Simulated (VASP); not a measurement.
Runs of VASP 6.6.1 on Te. Symmetry: R-3m, No. 166, trigonal system. Conventional cell: a = 4.612 Å, b = 4.612 Å, c = 5.073 Å, α = 90.00°, β = 90.00°, γ = 120.00°. Te (site symmetry -3m) has 6 Te at 3.15 Å as nearest neighbours. This isn't the form of Te at room conditions, which is trigonal, of chains.

| level | cell | target pressure | gap on the mesh (eV) | pressure (GPa) | relaxed volume (Å³/atom) |
| --- | --- | --- | --- | --- | --- |
| rev-vdW-DF2 | relaxed | - | none | 0.0 | 32.41 |
| r2SCAN | relaxed | - | none | 0.0 | (a) |
| SCAN | relaxed | - | none | 0.0 | 31.41 |
| PBEsol | relaxed to 2 GPa | 2 GPa | none | 2.0 | - |
| PBE | relaxed | - | none | 0.0 | 32.84 |

Alike in all rows: task relaxation of cell and atoms; potentials or basis VASP PAW PBE potentials, release 64 (Te); no spin polarisation; k mesh 9 × 9 × 9; cutoff (eV) 600; smearing fermi-dirac 0.05 eV.

Question: Estimate the missing entries.

Answer: (a) 32.47.

Caveats: the PAW data sets were made with another functional, which shifts forces and pressure a little (some runs); the cell is relaxed towards a set pressure, so the enthalpy falls and the energy may rise (some runs).

A k mesh can miss the band edges, and the runs leave out spin-orbit coupling on Te.

A gap of «none» marks a metal or a gap under the smearing width.
